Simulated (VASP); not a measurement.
# Sn, band structure: which settings are enough?

Sn, I4_1/amd (no. 141), 2 atoms in the cell. PBE; PAW potentials Sn_d (PBE set). VASP 6.6.1.

Wanted: band energies at the path's corners within 0.006 eV.

What the run is for: bands; Accuracy asked: tight; Route: KPOINTS_OPT.

Band energies at the path's corners: counted from the Fermi level of the mesh, whose own shifts they hold.

POSCAR:
```
Sn
1.0
   -2.9401404553      2.9401404553      1.5993019889
    2.9401404553     -2.9401404553      1.5993019889
    2.9401404553      2.9401404553     -1.5993019889
Sn
2
Direct
    0.0000000000      0.0000000000      0.0000000000
    0.7500000000      0.2500000000      0.5000000000
```

The series start from Plane-wave cutoff (eV): 280; Smearing width (eV): 0.1; k-point mesh: 11 × 11 × 11; Electronic threshold (eV): 1e-6; Precision mode (PREC): Accurate; Bands in all (NBANDS): 29; Aspherical gradient terms in the spheres (LASPH): yes. Each series keeps the choices made before it, and each single choice may use up half of a tolerance.

## Plane-wave cutoff (eV)

| Plane-wave cutoff (eV) | Band energies at the path's corners, largest deviation (eV) | Time (s) |
|---|---|---|
| 190 | 0.0146 | 13 |
| 240 | 0.0037 | 22 |
| 280 | 0.0041 | 23 |
| 310 | 0.0028 | 35 |
| 380 | 0.0004 | 36 |
| 480 (reference) | 0.0000 | 45 |

Chosen: 310, the loosest value from which every tighter one stays within half of the tolerance.

## Smearing width (eV)

| Smearing width (eV) | Band energies at the path's corners, largest deviation (eV) | Time (s) |
|---|---|---|
| 0.4 | 0.0152 | 34 |
| 0.3 | 0.0122 | 34 |
| 0.2 | 0.0091 | 34 |
| 0.15 | 0.0084 | 34 |
| 0.1 | 0.0079 | 35 |
| 0.05 (reference) | 0.0000 | 34 |

Chosen: 0.05; the next looser run is off by more than half of the tolerance, so convergence isn't shown beyond this value.

## k-point mesh

| k-point mesh | Band energies at the path's corners, largest deviation (eV) | Time (s) |
|---|---|---|
| 4 × 4 × 4 | 0.0510 | 16 |
| 5 × 5 × 5 | 0.1111 | 18 |
| 7 × 7 × 7 | 0.0615 | 22 |
| 8 × 8 × 8 | 0.0127 | 25 |
| 11 × 11 × 11 | 0.0050 | 34 |
| 13 × 13 × 13 | 0.0435 | 46 |
| 15 × 15 × 15 (reference) | 0.0000 | 60 |

Chosen: 15 × 15 × 15; the next looser run is off by more than half of the tolerance, so convergence isn't shown beyond this value.

## Electronic threshold (eV)

| Electronic threshold (eV) | Band energies at the path's corners, largest deviation (eV) | Time (s) |
|---|---|---|
| 0.001 | 0.0004 | 48 |
| 0.0001 | 0.0003 | 52 |
| 1e-5 | 0.0003 | 55 |
| 1e-6 | 0.0001 | 60 |
| 1e-7 (reference) | 0.0000 | 74 |

Chosen: 0.001.

## Precision mode (PREC)

| Precision mode (PREC) | Band energies at the path's corners, largest deviation (eV) | Time (s) |
|---|---|---|
| SingleN | 0.0018 | 28 |
| Normal | 0.0001 | 28 |
| Accurate (reference) | 0.0000 | 48 |

Chosen: SingleN.

## Bands in all (NBANDS)

| Bands in all (NBANDS) | Band energies at the path's corners, largest deviation (eV) | Time (s) |
|---|---|---|
| 19 | 0.0002 | 16 |
| 20 | 0.0003 | 16 |
| 21 | 0.0001 | 18 |
| 23 | 0.0001 | 20 |
| 29 | 0.0002 | 28 |
| 39 (reference) | 0.0000 | 35 |

Chosen: 19.

## Aspherical gradient terms in the spheres (LASPH)

| Aspherical gradient terms in the spheres (LASPH) | Band energies at the path's corners, largest deviation (eV) | Time (s) |
|---|---|---|
| no | 0.0002 | 16 |
| yes (reference) | 0.0000 | 16 |

Chosen: no.

## All choices together

| Input | Band energies at the path's corners, largest deviation (eV) | Time (s) |
|---|---|---|
| the program's defaults (naive) | 0.0923 | 5.0 |
| chosen settings | 0.0043 | 16 |
| reference settings throughout | 0.0000 | 151 |

The chosen settings stay within the tolerance of the reference run, but the reference itself isn't shown to be converged in: Smearing width (eV), k-point mesh.

## The input

INCAR:
```
GGA = PE
ISMEAR = 1
SIGMA = 0.05
LWAVE = F
LCHARG = F
NBANDS = 19
PREC = SingleN
LASPH = F
LREAL = F
ALGO = Normal
EDIFF = 0.001
NELM = 120
GGA_COMPAT = F
ENCUT = 310
KPAR = 2
```

KPOINTS:
```
Automatic mesh
0
Gamma
  15 15 15
  0 0 0
```

KPOINTS_OPT:
```
path GXMGZPNZ1M,XP
12
line-mode
reciprocal
 0.0000000000  0.0000000000  0.0000000000  G
 0.0000000000  0.0000000000  0.5000000000  X

 0.0000000000  0.0000000000  0.5000000000  X
-0.5000000000  0.5000000000  0.5000000000  M

-0.5000000000  0.5000000000  0.5000000000  M
 0.0000000000  0.0000000000  0.0000000000  G

 0.0000000000  0.0000000000  0.0000000000  G
 0.3239715651  0.3239715651 -0.3239715651  Z

 0.3239715651  0.3239715651 -0.3239715651  Z
 0.2500000000  0.2500000000  0.2500000000  P

 0.2500000000  0.2500000000  0.2500000000  P
 0.0000000000  0.5000000000  0.0000000000  N

 0.0000000000  0.5000000000  0.0000000000  N
-0.3239715651  0.6760284349  0.3239715651  Z1

-0.3239715651  0.6760284349  0.3239715651  Z1
-0.5000000000  0.5000000000  0.5000000000  M

 0.0000000000  0.0000000000  0.5000000000  X
 0.2500000000  0.2500000000  0.2500000000  P
```

Commands:
```
cat potpaw_PBE.64/Sn_d/POTCAR > POTCAR
mpirun -np 2 vasp_std > vasp.out
```

Limits: Spin-orbit coupling is off, though it shifts bands of the heavy elements by a tenth of an eV or more.

The chosen input took VASP 6.6.1 16 s on 2 cores (AMD EPYC 9R45 (Zen 5)), a shared host.

## An input that fails: fixed density asked without a density file

VASP's message: ERROR: charge density could not be read from file CHGCAR for ICHARG>10.

Changes against the starting input:
```
- NELM = 120
+ NELM = 50
+ ICHARG = 11
```
